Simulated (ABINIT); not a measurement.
# Rh (Fm-3m) in ABINIT: a series of runs, part 2 of 2

ABINIT 10.8.3 (patched build).

## 3. Band structure, PBE

File run.abi:

```
# Datasets: ground state, then fixed potential
ndtset 2

# Pseudopotentials
pp_dirpath "./"
pseudos "Rh_ONCV_PBE-1.2.upf"

# Structure
acell 5.0719591737 5.0719591737 5.0719591737
rprim
     0.0000000000     0.7071067812     0.7071067812
     0.7071067812     0.0000000000     0.7071067812
     0.7071067812     0.7071067812     0.0000000000
ntypat 1
znucl 45
natom 1
typat 1
xred
     0.0000000000     0.0000000000     0.0000000000

# Plane-wave basis
ecut 44.0

# Exchange and correlation
ixc 11

# Bands and occupations
occopt 3
tsmear 0.00183747

# SCF cycle
nstep 100

# Output
iomode 3
prtwf 0
prteig 0
prtebands 0
enunit 1
prtden1 1

# Dataset 1
kptopt1 1
ngkpt1 12 12 12
nshiftk1 1
shiftk1 0.0 0.0 0.0
nband1 13
tolvrs1 1.0e-10

# Dataset 2: bands along G-X-W-K-G-L-U-W-L-K
iscf2 -2
getden2 1
nband2 19
nbdbuf2 4
tolwfr2 1.0e-11
kptopt2 -9
ndivsm2 6
prteig2 1
kptbounds2
     0.0000000000     0.0000000000     0.0000000000
     0.5000000000     0.0000000000     0.5000000000
     0.5000000000     0.2500000000     0.7500000000
     0.3750000000     0.3750000000     0.7500000000
     0.0000000000     0.0000000000     0.0000000000
     0.5000000000     0.5000000000     0.5000000000
     0.6250000000     0.2500000000     0.6250000000
     0.5000000000     0.2500000000     0.7500000000
     0.5000000000     0.5000000000     0.5000000000
     0.3750000000     0.3750000000     0.7500000000
```

Potentials or basis: SG15 NC PBE v1.2.

Command:

```console
$ abinit run.abi > log 2>&1
```

run.abo:

```text
.Version 10.8.3 of ABINIT
 DATASET    1 : space group Fm -3 m (#225); Bravais cF (face-center cubic)
================================================================================
 Values of the parameters that define the memory need for DATASET  1.
     intxc =       0    ionmov =       0      iscf =       7    lmnmax =       6
     lnmax =       6     mgfft =      32  mpssoang =       3    mqgrid =    3001
     natom =       1  nloc_mem =       1    nspden =       1   nspinor =       1
    nsppol =       1      nsym =      48    n1xccc =       0    ntypat =       1
    occopt =       3   xclevel =       2
       mpw =        1304          nfft =       32768          nkpt =          72
================================================================================
================================================================================

 DATASET    2 : space group Fm -3 m (#225); Bravais cF (face-center cubic)
================================================================================
 Values of the parameters that define the memory need for DATASET  2.
     intxc =       0    ionmov =       0      iscf =      -2    lmnmax =       6
     lnmax =       6     mgfft =      32  mpssoang =       3    mqgrid =    3001
     natom =       1  nloc_mem =       1    nspden =       1   nspinor =       1
    nsppol =       1      nsym =      48    n1xccc =       0    ntypat =       1
    occopt =       3   xclevel =       2
       mpw =        1307          nfft =       32768          nkpt =         103
================================================================================
================================================================================

--------------------------------------------------------------------------------
------------- Echo of variables that govern the present computation ------------
--------------------------------------------------------------------------------
 -outvars: echo values of preprocessed input variables --------
            acell      5.0719591737E+00  5.0719591737E+00  5.0719591737E+00 Bohr
              amu      1.02905500E+02
             ecut      4.40000000E+01 Hartree
           enunit           1
           getden1          0
           getden2          1
             iscf1          7
             iscf2         -2
                       outvar_i_n : Printing only first  50 k-points.
              ixc          11
           jdtset        1    2
                       outvar_i_n : Printing only first  50 k-points.
           kptopt1          1
           kptopt2         -9
         kptrlatt       12    0    0      0   12    0      0    0   12
          kptrlen1     6.08635101E+01
          kptrlen2     3.00000000E+01
            natom           1
            nband1         13
            nband2         19
           nbdbuf1          0
           nbdbuf2          4
           ndtset           2
           ndivsm1          0
           ndivsm2          6
            ngfft          32      32      32
             nkpt1         72
             nkpt2        103
            nstep         100
             nsym          48
           ntypat           1
                       prtocc : prtvol=0, do not print more k-points.
           occopt           3
        prtebands           0
           prteig1          0
           prteig2          1
            prtwf           0
            rprim      0.0000000000E+00  7.0710678120E-01  7.0710678120E-01
                       7.0710678120E-01  0.0000000000E+00  7.0710678120E-01
[... 201 lines left out ...]
  4.69E-12  8.37E-13  2.36E-12  1.97E-12  1.94E-12  3.87E-12  1.62E-12  1.63E-08
  2.07E-08  4.36E-08  1.07E-03
 -2.3707E+00 -1.1747E+00 -1.1745E+00 -1.1745E+00  2.4021E-01  4.1523E-01
  4.1728E-01  4.1728E-01  4.9253E-01  4.9420E-01  1.1364E+00  1.3281E+00
[... 796 lines left out ...]
  7.87E-12  8.39E-12  8.80E-12  1.47E-12  3.32E-12  7.60E-12  1.59E-12  3.75E-12
  8.79E-12  2.88E-06  2.40E-04
 -2.3653E+00 -1.1953E+00 -1.1908E+00 -1.1820E+00  3.3204E-01  3.6251E-01
  4.4348E-01  4.9649E-01  5.4106E-01  8.2200E-01  8.4288E-01  9.8645E-01
  1.1669E+00  1.3018E+00  1.6341E+00  1.6510E+00  1.6761E+00  1.9772E+00
  2.0539E+00
 Non-SCF case, kpt  103 (  0.37500  0.37500  0.75000), residuals and eigenvalues=
  6.19E-12  4.84E-12  4.96E-12  3.25E-12  5.01E-12  7.17E-12  9.87E-13  2.41E-12
  8.41E-13  4.50E-12  2.58E-12  8.07E-12  3.34E-12  3.90E-12  1.60E-12  1.46E-12
  1.16E-11  1.35E-05  5.00E-04
 -2.3652E+00 -1.1958E+00 -1.1904E+00 -1.1824E+00  3.2687E-01  3.5453E-01
  4.5449E-01  5.0502E-01  5.4402E-01  8.2226E-01  8.5140E-01  9.7654E-01
  1.1447E+00  1.3144E+00  1.6257E+00  1.6407E+00  1.6908E+00  1.9790E+00
  2.0497E+00

--- !ResultsGS
iteration_state: {dtset: 2, }
comment   : Summary of ground state results
lattice_vectors:
- [  0.0000000,   3.5864167,   3.5864167, ]
- [  3.5864167,   0.0000000,   3.5864167, ]
- [  3.5864167,   3.5864167,   0.0000000, ]
lattice_lengths: [   5.07196,    5.07196,    5.07196, ]
lattice_angles: [ 60.000,  60.000,  60.000, ] # degrees, (23, 13, 12)
lattice_volume:   9.2259745E+01
convergence: {deltae:  0.000E+00, res2:  0.000E+00, residm:  9.999E-12, diffor:  0.000E+00, }
etotal    :  -1.08554421E+02
entropy   :   0.00000000E+00
fermie    :   5.31234514E-01
cartesian_stress_tensor: null
pressure_GPa: null
xred      :
- [  0.0000E+00,   0.0000E+00,   0.0000E+00, Rh]
cartesian_forces: null
force_length_stats: {min: null, max: null, mean: null, }
...

 Integrated electronic density in atomic spheres:
 ------------------------------------------------
 Atom  Sphere_radius  Integrated_density
    1        2.00000         14.08604110
================================================================================

 ----iterations are completed or convergence reached----

 Mean square residual over all n,k,spin=   38.045E-13; max=  99.993E-13
 reduced coordinates (array xred) for    1 atoms
       0.000000000000      0.000000000000      0.000000000000

 cartesian coordinates (angstrom) at end:
    1      0.00000000000000     0.00000000000000     0.00000000000000
 length scales=  5.071959173700  5.071959173700  5.071959173700 bohr
              =  2.683965207532  2.683965207532  2.683965207532 angstroms
 Eigenvalues (   eV  ) for nkpt= 103  k points:
 kpt#   1, nband= 19, wtk=  1.00000, kpt=  0.0000  0.0000  0.0000 (reduced coord)
 -64.51036  -31.95800  -31.95800  -31.95800    6.48931   11.33054   11.33054   11.33054
  13.43595   13.43595   30.85458   36.33128   36.33128   36.33128   41.71502   46.70858
  46.70858   46.70858   53.28449
 kpt#   2, nband= 19, wtk=  1.00000, kpt=  0.0294  0.0000  0.0294 (reduced coord)
 -64.50906  -31.96437  -31.96035  -31.96035    6.53639   11.29900   11.35466   11.35466
  13.40239   13.44777   30.92193   36.14033   36.33633   36.33633   42.05142   46.44200
  46.44200   46.74089   52.67528
 kpt#   3, nband= 19, wtk=  1.00000, kpt=  0.0588  0.0000  0.0588 (reduced coord)
 -64.50522  -31.98323  -31.96734  -31.96734    6.67612   11.20652   11.42680   11.42680
  13.30437   13.48295   31.12072   35.68292   36.34139   36.34139   42.94099   45.78256
  45.78256   46.83855   51.19281
 kpt#   4, nband= 19, wtk=  1.00000, kpt=  0.0882  0.0000  0.0882 (reduced coord)
 -64.49897  -32.01380  -31.97872  -31.97872    6.90361   11.05911   11.54631   11.54631
  13.15020   13.54061   31.44158   35.14227   36.31481   36.31481   44.18664   44.98178
  44.98178   47.00373   49.53196
 kpt#   5, nband= 19, wtk=  1.00000, kpt=  0.1176  0.0000  0.1176 (reduced coord)
[... 381 lines left out ...]
  14.73365   20.89206   22.96775   28.65318   33.12551   34.50909   44.02379   44.08555
  47.66423   52.99407   54.27920
 kpt# 101, nband= 19, wtk=  1.00000, kpt=  0.4000  0.4000  0.7000 (reduced coord)
 -64.36608  -32.53640  -32.37825  -32.14948    9.18177   10.07824   11.80713   13.18954
  14.70772   21.67638   22.99451   27.62713   32.42449   34.99334   44.28035   44.47367
  46.53216   53.65802   54.94049
 kpt# 102, nband= 19, wtk=  1.00000, kpt=  0.3875  0.3875  0.7250 (reduced coord)
 -64.36273  -32.52502  -32.40205  -32.16327    9.03517    9.86443   12.06760   13.51011
  14.72289   22.36774   22.93587   26.84263   31.75188   35.42286   44.46616   44.92668
  45.61021   53.80259   55.88838
 kpt# 103, nband= 19, wtk=  1.00000, kpt=  0.3750  0.3750  0.7500 (reduced coord)
 -64.36073  -32.53921  -32.39141  -32.17480    8.89467    9.64724   12.36731   13.74243
  14.80348   22.37478   23.16776   26.57310   31.14771   35.76722   44.23663   44.64576
  46.00989   53.85206   55.77470

== END DATASET(S) ==============================================================
================================================================================

 -outvars: echo values of variables after computation  --------
            acell      5.0719591737E+00  5.0719591737E+00  5.0719591737E+00 Bohr
           etotal1    -1.0855442052E+02
            fcart1    -0.0000000000E+00 -0.0000000000E+00 -0.0000000000E+00
            rprim      0.0000000000E+00  7.0710678120E-01  7.0710678120E-01
                       7.0710678120E-01  0.0000000000E+00  7.0710678120E-01
                       7.0710678120E-01  7.0710678120E-01  0.0000000000E+00
           strten1    -2.5378023220E-04 -2.5378023220E-04 -2.5378023220E-04
                       0.0000000000E+00  0.0000000000E+00  0.0000000000E+00
 Calculation completed.
```

It took 51 s on 1 thread of Arm Neoverse V1, shared host; peak memory 0.12 GiB.

Results:

- Free energy: -2953.9163 eV
- Pressure: 7.5 GPa
- Band gap on the k mesh: none (metal or under the smearing width)
- Valence electrons inside the program's atomic spheres: Rh 14.09 (radii [1.0584] Å)

Levels at the corners of the path, in eV from the Fermi level:
```
point  band 5  band 6  band 7  band 8  band 9  band 10  band 11  band 12
    Γ   -7.97   -3.13   -3.13   -3.13   -1.02    -1.02    16.40    21.88
    X   -6.37   -6.01    0.52    0.96    0.96     3.32    12.32    13.52
    W   -5.06   -3.84   -3.84   -1.22    0.96     9.70     9.70    11.40
    K   -5.56   -4.81   -2.09   -0.71    0.35     7.92     8.71    12.12
    Γ   -7.97   -3.13   -3.13   -3.13   -1.02    -1.02    16.40    21.88
    L   -6.17   -3.20   -3.20    0.55    0.55     0.76     8.69    15.85
    U   -5.56   -4.81   -2.09   -0.71    0.35     7.92     8.71    12.12
    W   -5.06   -3.84   -3.84   -1.22    0.96     9.70     9.70    11.40
    L   -6.17   -3.20   -3.20    0.55    0.55     0.76     8.69    15.85
    K   -5.56   -4.81   -2.09   -0.71    0.35     7.92     8.71    12.12
```
